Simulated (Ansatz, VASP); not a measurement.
One calculation of Cu, two programs

```
Cu
1.0
     2.53410    0.05068    0.00000
    -1.22316    2.16925    0.00000
     0.00000    0.00000    4.11257
Cu
2
Direct
  0.66667 0.33333 0.75000
  0.33333 0.66667 0.25000
```

This isn't the form of Cu at room conditions, which is fcc.

Alike in both runs: functional PBEsol; k mesh 10 × 10 × 6; occupations fermi-dirac, width 0.05 eV; no spin polarisation.

|  | VASP | Ansatz |
| --- | --- | --- |
| version | VASP 6.6.1 | Ansatz 0.2.0 |
| potentials or method | VASP PAW PBE potentials, release 64 (Cu) | Ansatz PAW |
| plane-wave cutoff (eV) | 520 | 420 |
| valence electrons in the cell | 22 | 38 |
| task | single point | band structure |

```csv
,VASP,Ansatz,Ansatz less VASP
gap on the k mesh at the Fermi level (eV),none,none,-
pressure (GPa),-0.4,-1.2,-0.76
largest component of the traceless stress (GPa),1.67,1.70,+0.028
rms of the force components (eV/Å),0.037,0.036,-0.0005
```

Atom by atom the forces differ by 0.001 eV/Å (rms over components). A gap of «none» marks a metal or a gap that the smearing closes. The functional is the same, so the differences come from potentials, cutoffs and numerics. The two sets of potentials don't hold the same shells in valence.

Caveats: the PAW data sets were made with another functional, which shifts forces and pressure a little (VASP); the PAW data sets come from PBE, with cores solved anew for the run's functional, which leaves a small shift of forces and pressure (Ansatz).
